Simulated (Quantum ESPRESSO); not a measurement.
Co:

```
Co
1.0
     2.47056    0.00000    0.00000
    -1.23528    2.13957    0.00000
     0.00000    0.00000    8.08823
Co
4
Direct
  0.66667 0.33333 0.75000
  0.00000 0.00000 0.50000
  0.33333 0.66667 0.25000
  0.00000 0.00000 0.00000
```

```yaml
Program: Quantum ESPRESSO 7.5
Task: single point
Functional: PBE
Potentials_or_basis: SSSP 1.3 efficiency PBE
Cutoff: 748 eV
Density_cutoff: 5987 eV
k_mesh: 12 × 12 × 4
Occupations: fermi-dirac, width 0.05 eV
Spin: collinear spin, ferromagnetic start
Starting_moments: "[2.0, 2.0, 2.0, 2.0] μB"
```

On this cell: pressure 4.7 GPa; largest force under 0.003 eV/Å; net moment 6.74 μB per cell; site moments Co +1.77, +1.75 μB; band gap on the k mesh none (metal or under the smearing width).

The same run follows on a disturbed copy (atoms moved at random, drawn with an rms of 0.05 Å):

```
Co
1.0
     2.47056    0.00000    0.00000
    -1.23528    2.13957    0.00000
     0.00000    0.00000    8.08823
Co
4
Direct
  0.66629 0.32673 0.74287
  0.98942 0.00200 0.49624
  0.34751 0.69536 0.25416
  0.01648 0.99819 0.99335
```

Question: What does the disturbed cell give?

Answer: The energy (extrapolated to zero smearing) moves by +10.2 meV/atom; pressure 5.2 GPa; largest force 0.751 eV/Å; net moment 6.74 μB per cell; site moments Co +1.76, +1.74, +1.78 μB; band gap on the k mesh none (metal or under the smearing width).

Forces in eV/Å, atoms in the order of the input:
```
Co   0.003  0.053  0.391
Co   0.107  0.055  0.093
Co  -0.002 -0.149 -0.737
Co  -0.108  0.041  0.253
```

Stress tensor (GPa, compression positive):
```
 7.16 -0.01 -0.02
-0.01  5.44  0.29
-0.02  0.29  3.14
```
